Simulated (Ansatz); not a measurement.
A relaxation computed with Ansatz, from input to last step.

```yaml
crystal:
  lattice:
    - [6.0117387141, 0.0, 0.0]
    - [0.0, 6.0126554267, 0.0]
    - [0.0, 0.0, 6.0094193368]
  atoms:
    - { symbol: Pb, position: [0.2484730523, 1.0002137733, 0.25] }
    - { symbol: Pb, position: [0.7515269477, -0.0002137733, 0.75] }
    - { symbol: Pb, position: [0.2484730523, 0.4997862267, 0.75] }
    - { symbol: Pb, position: [0.7515269477, 0.5002137733, 0.25] }
    - { symbol: S, position: [0.7530164491, -0.0008901093, 0.25] }
    - { symbol: S, position: [0.2469835509, 1.0008901093, 0.75] }
    - { symbol: S, position: [0.7530164491, 0.5008901093, 0.75] }
    - { symbol: S, position: [0.2469835509, 0.4991098907, 0.25] }
basis:
  ecutwfc: 420
kpoints:
  mp_grid: { grid: [6, 6, 6] }
hamiltonian:
  xc: pbe
scf:
  occupations: { method: gaussian, width: 0.02 }
output:
  forces: true
  stress: true
  eigenvalues: true
relax:
  adjacent_minimum: "off"
  f_tol: 0.01
  max_steps: 60
  cell: { stress_tol: 0.1 }
```

```bash
ansatz run input.yaml --threads 2 --pin off --max-ram 5120MiB --backend cpu --events-out ev --progress --plain --runs-dir out
```

The calculation used DFT PBE, scalar-relativistic, plane waves, PAW (Ansatz).

Of 4 frames 3 are shown, positions in Å and forces in eV/Å; the SCF threshold varies from step to step. Steps run on the plane waves of an earlier cell, with a Pulay correction in the pressure. The basis is chosen afresh for the last frame, the zero of the energies, and at times for earlier ones too; energy and pressure step there, also at an unchanged geometry.

```xyz
8
Lattice="6.0117 0.0000 0.0000 0.0000 6.0127 0.0000 0.0000 0.0000 6.0094" Properties=species:S:1:pos:R:3:forces:R:3 pbc="T T T" step=1 free_energy_over_end_meV_per_atom=0.06 pressure_GPa=-0.04
Pb    1.4938    6.0139    1.5024    0.0059   -0.0008    0.0000
Pb    4.5180   -0.0013    4.5071   -0.0059    0.0008    0.0000
Pb    1.4938    3.0050    4.5071    0.0059    0.0008    0.0000
Pb    4.5180    3.0076    1.5024   -0.0059   -0.0008    0.0000
S     4.5269   -0.0054    1.5024   -0.0147    0.0041    0.0000
S     1.4848    6.0180    4.5071    0.0147   -0.0041    0.0000
S     4.5269    3.0117    4.5071   -0.0147   -0.0041    0.0000
S     1.4848    3.0010    1.5024    0.0147    0.0041    0.0000
8
Lattice="6.0092 0.0000 0.0000 0.0000 6.0079 0.0000 0.0000 0.0000 6.0084" Properties=species:S:1:pos:R:3:forces:R:3 pbc="T T T" step=2 free_energy_over_end_meV_per_atom=0.03 pressure_GPa=0.03
Pb    1.4912    6.0116    1.5021    0.0146   -0.0035    0.0000
Pb    4.5181   -0.0036    4.5063   -0.0146    0.0035    0.0000
Pb    1.4912    3.0003    4.5063    0.0146    0.0035    0.0000
Pb    4.5181    3.0076    1.5021   -0.0146   -0.0035    0.0000
S     4.5189   -0.0021    1.5021   -0.0064    0.0015    0.0000
S     1.4903    6.0100    4.5063    0.0064   -0.0015    0.0000
S     4.5189    3.0060    4.5063   -0.0064   -0.0015    0.0000
S     1.4903    3.0019    1.5021    0.0064    0.0015    0.0000
8
Lattice="6.0098 0.0000 0.0000 0.0000 6.0085 0.0000 0.0000 0.0000 6.0097" Properties=species:S:1:pos:R:3:forces:R:3 pbc="T T T" step=4 free_energy_over_end_meV_per_atom=0.00 pressure_GPa=0.00
Pb    1.4948    6.0118    1.5024    0.0097   -0.0032    0.0000
Pb    4.5150   -0.0033    4.5073   -0.0097    0.0032    0.0000
Pb    1.4948    3.0010    4.5073    0.0097    0.0032    0.0000
Pb    4.5150    3.0075    1.5024   -0.0097   -0.0032    0.0000
S     4.5157   -0.0012    1.5024   -0.0045    0.0007    0.0000
S     1.4941    6.0097    4.5073    0.0045   -0.0007    0.0000
S     4.5157    3.0054    4.5073   -0.0045   -0.0007    0.0000
S     1.4941    3.0031    1.5024    0.0045    0.0007    0.0000
```

Time: 42 s on 2 threads of Intel(R) Xeon(R) 6975P-C (Granite Rapids) (shared host), peak memory 0.86 GiB.

Spin–orbit coupling is left out, which can shift energies with elements as heavy as these.